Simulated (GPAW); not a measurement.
# Sb in GPAW: the effect of strain biaxial xy

Sb:

```
Sb
1.0
     2.06803    1.19398    3.75800
    -2.06803    1.19398    3.75800
     0.00000   -2.38796    3.75800
Sb
2
Direct
  0.76651 0.76651 0.76651
  0.23349 0.23349 0.23349
```

Alike in all runs:

| Quantity | Value |
| --- | --- |
| Program | GPAW 26.7.0 |
| Task | single point |
| Functional | PBEsol |
| Potentials or basis | PAW data sets generated in the run's folder for this functional |
| Cutoff | 600 eV |
| Basis | pw |
| k mesh | 7 × 7 × 7 |
| Occupations | fermi-dirac, width 0.05 eV |
| Spin | no spin polarisation |
| Maxiter | 150 |

| strain biaxial xy | gap on the mesh (eV) | pressure (GPa) |
| --- | --- | --- |
| -0.04 | 0.03 | 5.7 |
| -0.02 | 0.24 | 2.5 |
| -0.01 | 0.30 | 1.0 |
| 0 | 0.34 | -0.2 |
| 0.01 | 0.37 | -1.4 |
| 0.02 | 0.40 | -2.5 |
| 0.04 | ? | ? |

**Question.** What does the run with strain biaxial xy 0.04 give?

**Answer.** gap on the mesh 0.45 eV; pressure -4.3 GPa.

Worked out: A parabola through the other rows of the gap on the mesh, of slope -3.45 eV per unit of strain biaxial xy there, extrapolates to 0.36 eV, against the run's 0.45. The fit is too stiff a form for this range. A parabola through the other rows of the pressure, of slope -75.6 GPa per unit of strain biaxial xy there, extrapolates to -4.2 GPa, against the run's -4.3.

Caveats: the density grid can change from cell to cell, which puts small steps into energies and stress; spin-orbit coupling is left out, which moves the levels of the heavy elements; an odd mesh through Γ misses points on the zone boundary, where band edges often lie.

Runs at the PBE level aren't shown here.
